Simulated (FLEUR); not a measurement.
# Ge (Fd-3m) in FLEUR: notebook

One crystal, Ge, is run at these levels: revPBE; tasks: band structure, equation of state.

All numbers are computed with FLEUR MaX-R8.1 (later development tree); they aren't measurements. Logs are shortened: lines on timing, memory, paths and dates and some standing lists are left out, and cuts for length are marked.

**Measured values to compare with.**

“Temperature-dependent photoluminescence in Ge: experiment and theory”, 2020, arxiv:2003.00143 reports, for a bulk crystal of Ge at 0 K: band gap 0.744 eV (indirect).

The runs below are set against these values where they give the same quantity.

### 1 Starting point

Symmetry: Fd-3m, No. 227, cubic system. Conventional cell: a = 5.658 Å, b = 5.658 Å, c = 5.658 Å, α = 90.00°, β = 90.00°, γ = 90.00°. Ge (site symmetry -43m) is surrounded by 4 Ge at 2.45 Å.

### 2 Band structure, revPBE

File inp.xml:

```xml
<?xml version="1.0" encoding="UTF-8" standalone="no"?>
<fleurInput fleurInputVersion="0.39">
   <comment>
      Ge                                                                                                  
   </comment>
   <calculationSetup>
      <cutoffs Kmax="3.88" Gmax="12.0" GmaxXC="12.0" numbands="0"/>
      <scfLoop itmax="60" minDistance="0.00001" maxIterBroyd="15" imix="Anderson" alpha="0.05" precondParam="0.0" spinf="2.0" sdNocoIR="T"/>
      <coreElectrons ctail="T" frcor="F" kcrel="0" coretail_lmax="0"/>
      <xcFunctional name="rpbe" relativisticCorrections="F"/>
      <magnetism jspins="1"/>
      <soc l_soc="F" theta="0.0" phi="0.0" spav="F"/>
      <expertModes spex="0" secvar="F"/>
      <geometryOptimization l_f="F" forcealpha="1.0" forcemix="BFGS" epsdisp="0.00001" epsforce="0.00001"/>
      <ldaU l_linMix="F" mixParam="0.05" spinf="1.0"/>
   </calculationSetup>
   <cell>
      <bzIntegration valenceElectrons="44.0" mode="hist" fermiSmearingEnergy="0.00183747">
         <kPointListSelection listName="default-1"/>
         <!-- k-points included here -->
         <xi:include xmlns:xi="http://www.w3.org/2001/XInclude" href="kpts.xml"> </xi:include>
      </bzIntegration>
      <!-- symmetry operations included here -->
      <xi:include xmlns:xi="http://www.w3.org/2001/XInclude" href="sym.xml"> </xi:include>
      <bulkLattice scale="1.0">
         <bravaisMatrix>
            <row-1>    0.0000000000000000     5.3458651311421859     5.3458651311421859</row-1>
            <row-2>    5.3458651311421859     0.0000000000000000     5.3458651311421859</row-2>
            <row-3>    5.3458651311421859     5.3458651311421859     0.0000000000000000</row-3>
         </bravaisMatrix>
      </bulkLattice>
   </cell>
   <atomSpecies>
      <species name="Germanium (Ge)" element="Ge" atomicNumber="32">
         <mtSphere radius="2.14" gridPoints="707" logIncrement="0.017"/>
         <atomicCutoffs lmax="9" lnonsphr="7"/>
         <electronConfig flipSpins="F">
            <coreConfig>(1s1/2) (2s1/2) (2p1/2) (2p3/2)</coreConfig>
            <valenceConfig>(3s1/2) (3p1/2) (3p3/2) (4s1/2) (3d3/2) (3d5/2) (4p1/2) (4p3/2)</valenceConfig>
            <stateOccupation state="(4p1/2)" spinUp="0.333333" spinDown="0.333333"/>
            <stateOccupation state="(4p3/2)" spinUp="0.666667" spinDown="0.666667"/>
         </electronConfig>
         <energyParameters s="4" p="4" d="3" f="4"/>
         <lo type="SCLO" l="0" n="3" eDeriv="0"/>
         <lo type="SCLO" l="1" n="3" eDeriv="0"/>
         <lo type="SCLO" l="1" n="3" eDeriv="1"/>
         <lo type="HELO" l="2" n="4" eDeriv="0"/>
         <lo type="HELO" l="2" n="4" eDeriv="1"/>
         <lo type="SCLO" l="3" n="4" eDeriv="2"/>
      </species>
   </atomSpecies>
   <atomGroups>
      <atomGroup species="Germanium (Ge)">
         <relPos label="                   1">-3.000/8.000 -3.000/8.000 -3.000/8.000</relPos>
         <relPos label="                   2">3.000/8.000 3.000/8.000 3.000/8.000</relPos>
         <force calculate="T" relaxXYZ="TTT"/>
      </atomGroup>
   </atomGroups>
   <output dos="F" band="F" slice="F">
      <checks vchk="F" cdinf="F"/>
      <bandDOS minEnergy="-.5*Htr" maxEnergy="0.5*Htr" sigma="0.015" storeEVData="T"/>
      <vacuumDOS vacdos="F" integ="F" star="F" nstars="0" locx1="0.0" locy1="0.0" locx2="0.0" locy2="0.0" nstm="0" tworkf="0.0"/>
      <unfoldingBand unfoldBand="F" supercellX="1" supercellY="1" supercellZ="1"/>
      <plotting iplot="0" polar="F">
         <plot TwoD="T" vec1="  1.0  0.0  0.0" vec2="  0.0  1.0  0.0" vec3="  0.0  0.0  1.0" zero="  0.0  0.0  0.0" file="plot"/>
      </plotting>
      <chargeDensitySlicing numkpt="0" minEigenval="0.0" maxEigenval="0.0" nnne="0" pallst="F"/>
      <specialOutput eonly="F"/>
      <moessbauerParams electricFieldGradient="T" isomerShift="T" coreHyperfine="T" valenceHyperfine="T"/>
      <magneticCircularDichroism mcd="F" energyLo="-10.0" energyUp="0.0"/>
   </output>
  <!-- We include the file relax.xml here to enable relaxations (see documentation) -->
  <xi:include xmlns:xi="http://www.w3.org/2001/XInclude" href="relax.xml"> <xi:fallback/> </xi:include>
</fleurInput>
```

File crystal.txt:

```
Ge
&input cartesian=F /
0.0000000000  2.8289100000  2.8289100000
2.8289100000  0.0000000000  2.8289100000
2.8289100000  2.8289100000  0.0000000000
1.8897261246
1.0 1.0 1.0

2
32 0.7500000000  0.7500000000  0.7500000000
32 0.5000000000  0.5000000000  0.5000000000

&kpt div1=8 div2=8 div3=8 gamma=T /
```

File inp.xml (bands):

```
<?xml version="1.0" encoding="UTF-8" standalone="no"?>
<fleurInput fleurInputVersion="0.39">
   <comment>
      Ge                                                                                                  
   </comment>
   <calculationSetup>
      <cutoffs Kmax="3.88" Gmax="12.0" GmaxXC="12.0" numbands="0"/>
      <scfLoop itmax="60" minDistance="0.00001" maxIterBroyd="15" imix="Anderson" alpha="0.05" precondParam="0.0" spinf="2.0" sdNocoIR="T"/>
      <coreElectrons ctail="T" frcor="F" kcrel="0" coretail_lmax="0"/>
      <xcFunctional name="rpbe" relativisticCorrections="F"/>
      <magnetism jspins="1"/>
      <soc l_soc="F" theta="0.0" phi="0.0" spav="F"/>
      <expertModes spex="0" secvar="F"/>
      <geometryOptimization l_f="F" forcealpha="1.0" forcemix="BFGS" epsdisp="0.00001" epsforce="0.00001"/>
      <ldaU l_linMix="F" mixParam="0.05" spinf="1.0"/>
   </calculationSetup>
   <cell>
      <bzIntegration valenceElectrons="44.0" mode="hist" fermiSmearingEnergy="0.00183747">
         <kPointListSelection listName="path-1"/>
         <!-- k-points included here -->
         <xi:include xmlns:xi="http://www.w3.org/2001/XInclude" href="kpts.xml"> </xi:include>
      </bzIntegration>
      <!-- symmetry operations included here -->
      <xi:include xmlns:xi="http://www.w3.org/2001/XInclude" href="sym.xml"> </xi:include>
      <bulkLattice scale="1.0">
         <bravaisMatrix>
            <row-1>    0.0000000000000000     5.3458651311421859     5.3458651311421859</row-1>
            <row-2>    5.3458651311421859     0.0000000000000000     5.3458651311421859</row-2>
            <row-3>    5.3458651311421859     5.3458651311421859     0.0000000000000000</row-3>
         </bravaisMatrix>
      </bulkLattice>
   </cell>
   <atomSpecies>
      <species name="Germanium (Ge)" element="Ge" atomicNumber="32">
         <mtSphere radius="2.14" gridPoints="707" logIncrement="0.017"/>
         <atomicCutoffs lmax="9" lnonsphr="7"/>
         <electronConfig flipSpins="F">
            <coreConfig>(1s1/2) (2s1/2) (2p1/2) (2p3/2)</coreConfig>
            <valenceConfig>(3s1/2) (3p1/2) (3p3/2) (4s1/2) (3d3/2) (3d5/2) (4p1/2) (4p3/2)</valenceConfig>
            <stateOccupation state="(4p1/2)" spinUp="0.333333" spinDown="0.333333"/>
            <stateOccupation state="(4p3/2)" spinUp="0.666667" spinDown="0.666667"/>
         </electronConfig>
         <energyParameters s="4" p="4" d="3" f="4"/>
         <lo type="SCLO" l="0" n="3" eDeriv="0"/>
         <lo type="SCLO" l="1" n="3" eDeriv="0"/>
         <lo type="SCLO" l="1" n="3" eDeriv="1"/>
         <lo type="HELO" l="2" n="4" eDeriv="0"/>
         <lo type="HELO" l="2" n="4" eDeriv="1"/>
         <lo type="SCLO" l="3" n="4" eDeriv="2"/>
      </species>
   </atomSpecies>
   <atomGroups>
      <atomGroup species="Germanium (Ge)">
         <relPos label="                   1">-3.000/8.000 -3.000/8.000 -3.000/8.000</relPos>
         <relPos label="                   2">3.000/8.000 3.000/8.000 3.000/8.000</relPos>
         <force calculate="T" relaxXYZ="TTT"/>
      </atomGroup>
   </atomGroups>
   <output dos="F" band="T" slice="F">
      <checks vchk="F" cdinf="F"/>
      <bandDOS minEnergy="-.5*Htr" maxEnergy="0.5*Htr" sigma="0.015" storeEVData="T"/>
      <vacuumDOS vacdos="F" integ="F" star="F" nstars="0" locx1="0.0" locy1="0.0" locx2="0.0" locy2="0.0" nstm="0" tworkf="0.0"/>
      <unfoldingBand unfoldBand="F" supercellX="1" supercellY="1" supercellZ="1"/>
      <plotting iplot="0" polar="F">
         <plot TwoD="T" vec1="  1.0  0.0  0.0" vec2="  0.0  1.0  0.0" vec3="  0.0  0.0  1.0" zero="  0.0  0.0  0.0" file="plot"/>
      </plotting>
      <chargeDensitySlicing numkpt="0" minEigenval="0.0" maxEigenval="0.0" nnne="0" pallst="F"/>
      <specialOutput eonly="F"/>
      <moessbauerParams electricFieldGradient="T" isomerShift="T" coreHyperfine="T" valenceHyperfine="T"/>
      <magneticCircularDichroism mcd="F" energyLo="-10.0" energyUp="0.0"/>
   </output>
  <!-- We include the file relax.xml here to enable relaxations (see documentation) -->
  <xi:include xmlns:xi="http://www.w3.org/2001/XInclude" href="relax.xml"> <xi:fallback/> </xi:include>
</fleurInput>
```

Potentials or basis: all-electron, FLAPW.

The run is started by

```sh
$ inpgen -f crystal.txt -profile fastHighL
$ # inp.xml edited to the form shown
$ fleur_MPI
$ fleur_MPI   # second run, on inp.xml (bands)
```

Output:

```text
Welcome to FLEUR        (www.flapw.de)
      MaX-Release 8.1          (www.max-centre.eu)

 ========== k-point set info ==========
 Selected k-point list: default-1
 k-point list type: mesh
 8 x 8 x 8
 Number of k points: 29

 ------------Calculation Setup---------------------------
 Number of MPI-tasks      :            1
 Number of PE/node        :            1
 Number of OMP-threads    :            1
 Most efficient MPI parallelization for:
           1          29
 Additional eigenvalue parallelization possible
 Number of basis functions:          398
 Approximate size of matrices (H+S) per k-point:         0.002 GB
 --------------------------------------------------------
 Iteration:     1   Distance:       6.57948866 me/bohr^3
 Iteration:     2   Distance:       6.16461812 me/bohr^3
 Iteration:     3   Distance:       2.35966992 me/bohr^3
 Iteration:     4   Distance:       0.38018657 me/bohr^3
 Iteration:     5   Distance:       0.33010274 me/bohr^3
 Iteration:     6   Distance:       0.04826298 me/bohr^3
 Iteration:     7   Distance:       0.06822500 me/bohr^3
 Iteration:     8   Distance:       0.00995847 me/bohr^3
 Iteration:     9   Distance:       0.00382648 me/bohr^3
 Iteration:    10   Distance:       0.00100997 me/bohr^3
 Iteration:    11   Distance:       0.00011152 me/bohr^3
 Iteration:    12   Distance:       0.00015171 me/bohr^3
 Iteration:    13   Distance:       0.00000644 me/bohr^3

 ********************************************************************
 Run finished successfully
 Stop message:
   all done
 ********************************************************************
```

output (bands):

```text
Welcome to FLEUR        (www.flapw.de)
      MaX-Release 8.1          (www.max-centre.eu)

 ========== k-point set info ==========
 Selected k-point list: path-1
 k-point list type: path
 Number of k points: 60

 ------------Calculation Setup---------------------------
 Number of MPI-tasks      :            1
 Number of PE/node        :            1
 Number of OMP-threads    :            1
 Most efficient MPI parallelization for:
           1           2           3           4           5           6          10          12          15          20          30          60
 Additional eigenvalue parallelization possible
 Number of basis functions:          398
 Approximate size of matrices (H+S) per k-point:         0.002 GB
 --------------------------------------------------------
 Fermi energy correction for metals:
 Fermi energy in bands.* files may not be consistent with last density.
 Please correct it manually (e.g. in band.gnu file).

 Note: Band structure data (together with different weights) is also stored in the banddos.hdf file.
       A convenient way of extracting and plotting the data from that file is by making use of the

 ********************************************************************
 Run finished successfully
 Stop message:
   Charge density postprocessing done.
 ********************************************************************
```

out.xml (last iteration):

```text
<iteration numberForCurrentRun="   13" overallNumber="   13">
         <energyParameters units="Htr">
            <atomicEP atomType="1" spin="1" branch="4s" branchLowest="-5.80" branchHighest="1.05" value="-0.1639437220"/>
            <atomicEP atomType="1" spin="1" branch="4p" branchLowest="-3.85" branchHighest="1.76" value="0.0434025216"/>
            <atomicEP atomType="1" spin="1" branch="3d" branchLowest="-9.99" branchHighest="-0.65" value="-0.6749652469"/>
            <atomicEP atomType="1" spin="1" branch="4f" branchLowest="-9.99" branchHighest="3.69" value="0.3986205220"/>
            <loAtomicEP atomType="1" spin="1" branch="3s" branchLowest="-50.01" branchHighest="-5.80" value="-5.7991626202"/>
            <loAtomicEP atomType="1" spin="1" branch="3p" branchLowest="-43.63" branchHighest="-3.85" value="-3.8558179097"/>
            <loAtomicEP atomType="1" spin="1" branch="3p" branchLowest="-43.63" branchHighest="-3.85" value="-3.8558179097"/>
            <heloAtomicEP atomType="1" spin="1" branch="4d" branchLowest="2.17" branchHighest="2.17" value="2.1664951111"/>
            <heloAtomicEP atomType="1" spin="1" branch="4d" branchLowest="2.17" branchHighest="2.17" value="2.1664951111"/>
            <loAtomicEP atomType="1" spin="1" branch="4f" branchLowest="-9.99" branchHighest="3.69" value="0.3986246021"/>
         </energyParameters>
         <eigenvalues>
            <eigenvaluesAt spin="1" ikpt="1" k_x="0.00000000" k_y="0.00000000" k_z="0.00000000">
                      -5.7992020614       -5.7991156584       -3.8538602329       -3.8538602329       -3.8538602329
                      -3.8535557951       -3.8535557951       -3.8535557951       -0.6876954043       -0.6876954043
                      -0.6876954043       -0.6862154900       -0.6862154900       -0.6785222805       -0.6785222805
                      -0.6785222805       -0.6782140761       -0.6782140761       -0.2440065518        0.2244573388
                       0.2244573388        0.2244573388        0.2292079216        0.3184160470        0.3184160470
                       0.3184160470        0.4664464935        0.5701306224        0.5701306224        0.6230692396
                       0.6230692396        0.6230692396        0.7399404558        1.1538251582
            </eigenvaluesAt>
            <eigenvaluesAt spin="1" ikpt="2" k_x="0.00000000" k_y="0.00000000" k_z="0.12500000">
                      -5.7991989932       -5.7991189638       -3.8538704423       -3.8538704423       -3.8538632959
[... 38 lines left out ...]
            <state n="2" l="0" j="0.5" energy="-50.0076501751" weight="1.0000000000"/>
            <state n="2" l="1" j="0.5" energy="-44.4293302189" weight="1.0000000000"/>
            <state n="2" l="1" j="1.5" energy="-43.2580828740" weight="2.0000000000"/>
         </coreStates>
         <allElectronCharges>
            <spinDependentCharge spin="1" total="64.0000000" interstitial="4.1299189" mtSpheres="59.8700811"/>
            <totalCharge value="64.0000000008"/>
         </allElectronCharges>
         <moessbauerParams unitsHFF="kG" unitsIS="e/bohr^3" unitsEFG="Htr/bohr^2">
            <coreIsomerShift atomType="1" isTotal="31471.62869">
               <shell n="1" l="0" isomerShift="28572.22285"/>
               <shell n="2" l="0" isomerShift="2874.17045"/>
               <shell n="2" l="1" isomerShift="25.23539"/>
            </coreIsomerShift>
            <isomerShift atomType="1" nucleusRadius="0.0000986" averageDensity="31939.42471"/>
            <electricFieldGradient atomType="1" VXX="0.00000" VYY="0.00000" VZZ="0.00000" asymParam="0.00000">
            </electricFieldGradient>
         </moessbauerParams>
         <totalEnergy                                    value="    -4198.4629784662" units="Htr">
            <sumOfEigenvalues                            value="    -2416.1289260649">
               <coreElectrons value="-2333.1759130052"/>
               <valenceElectrons value="-82.9530130597"/>
            </sumOfEigenvalues>
            <densityCoulombPotentialIntegral value="-6494.9209540565"/>
            <densityEffectivePotentialIntegral value="-6702.4690051365"/>
            <chargeDenXCDenIntegral value="-159.8327806728"/>
            <FockExchangeEnergyValence value="0.0000000000"/>
            <FockExchangeEnergyCore value="0.0000000000"/>
            <atomTypeDependentContributions atomType="1">
               <electronNucleiInteractionDifferentMTs value="5044.3461607779"/>
               <MadelungTerm value="-33.1636390589"/>
            </atomTypeDependentContributions>
            <tkbTimesEntropy value="0.0000194213"/>
            <freeEnergy value="-4198.4629978875"/>
            <extrapolationTo0K value="-4198.4629881769"/>
         </totalEnergy>
         <densityConvergence units="me/bohr^3">
            <chargeDensity spin="1" distance="0.0000064369"/>
         </densityConvergence>
      </iteration>
```

Wall time 26 s (1 thread of Intel Xeon Platinum 8488C (Sapphire Rapids), shared host); peak memory 0.06 GiB.

What came out:

- Free energy: -114245.9983 eV
- Band gap on the k mesh: 0.13 eV, direct
- Band gap along the path: 0.13 eV, direct
- Valence electrons inside the program's atomic spheres: Ge 19.94 (radii Ge 2.14 bohr)

Levels at the corners of the path, in eV from the valence-band top:
```tsv
point	band 18	band 19	band 20	band 21	band 22	band 23	band 24	band 25	band 26	band 27
Γ	-24.56	-12.75	0.00	0.00	0.00	0.13	2.56	2.56	2.56	6.58
X	-24.52	-8.86	-8.86	-3.07	-3.07	0.81	0.81	9.54	9.54	11.72
W	-24.51	-8.76	-8.76	-3.89	-3.89	4.36	4.36	4.76	4.76	11.06
K	-24.50	-9.33	-8.27	-4.32	-2.63	1.21	4.13	7.27	7.39	8.24
Γ	-24.56	-12.75	0.00	0.00	0.00	0.13	2.56	2.56	2.56	6.58
L	-24.53	-10.66	-7.57	-1.41	-1.41	0.25	3.75	3.75	7.24	10.68
U	-24.50	-9.33	-8.27	-4.32	-2.63	1.21	4.13	7.27	7.39	8.24
W	-24.51	-8.76	-8.76	-3.89	-3.89	4.36	4.36	4.76	4.76	11.06
L	-24.53	-10.66	-7.57	-1.41	-1.41	0.25	3.75	3.75	7.24	10.68
K	-24.50	-9.33	-8.27	-4.32	-2.63	1.21	4.13	7.27	7.39	8.24
U	-24.50	-9.33	-8.27	-4.32	-2.63	1.21	4.13	7.27	7.39	8.24
X	-24.52	-8.86	-8.86	-3.07	-3.07	0.81	0.81	9.54	9.54	11.72
```

Core levels (eV from the Fermi level):
| atom | levels |
| --- | --- |
| 1 Ge | 1s1/2 -10954.4, 2s1/2 -1367.0, 2p1/2 -1215.2, 2p3/2 -1183.3 |
| 2 Ge | 1s1/2 -10954.4, 2s1/2 -1367.0, 2p1/2 -1215.2, 2p3/2 -1183.3 |

(Part 1 of 2 ends here.)
